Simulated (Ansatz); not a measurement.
Bulk crystal (PtSe₂) after relaxation:

```cif
data_structure
_symmetry_space_group_name_H-M 'P 1'
_symmetry_Int_Tables_number 1
_cell_length_a 3.7607
_cell_length_b 3.7607
_cell_length_c 4.8633
_cell_angle_alpha 90.000
_cell_angle_beta 90.000
_cell_angle_gamma 120.000
_cell_volume 59.57
loop_
_atom_site_label
_atom_site_type_symbol
_atom_site_fract_x
_atom_site_fract_y
_atom_site_fract_z
_atom_site_occupancy
Pt1 Pt 0.00000 0.00000 0.00000 1
Se1 Se 0.33333 0.66667 0.26068 1
Se2 Se 0.66667 0.33333 0.73932 1
```

Miller indices refer to the conventional cell of P-3m1 (No. 164), a = 3.761 Å, b = 3.761 Å, c = 4.863 Å, α = 90.00°, β = 90.00°, γ = 120.00°.

Consider the (001) slab of 8 planes, 12.1 Å thick with 15 Å of vacuum as cut; outer planes Se (top) and Se (bottom), all atoms relaxed.

Level of theory: DFT PBEsol, scalar-relativistic, plane waves, PAW in Ansatz 0.2.0. Settings: cutoff 420 eV, Γ-centred mesh 9×9×1 on the computed 8-atom cell, Gaussian smearing of 0.10 eV; no spin polarisation. A dipole correction removes the field between periodic images along c.

The slab isn't stoichiometric (PtSe3), so its surface energy depends on the chemical potentials; it is given with the excess atoms taken from the element's standard state, a limit at which the compound may itself be unstable, so the figure can be too low.

Question: Estimate the surface energy with the excess atoms taken from the elements.

Answer: 1.71 J/m².

Question: Predict the work function.

Answer: 5.81 eV.

Question: The top two planes lie 2.328 Å apart in the bulk. How does relaxation change this?

Answer: The spacing becomes 1.793 Å (-23.0 %).

Spin-orbit coupling is left out, which matters for the bands of heavy elements.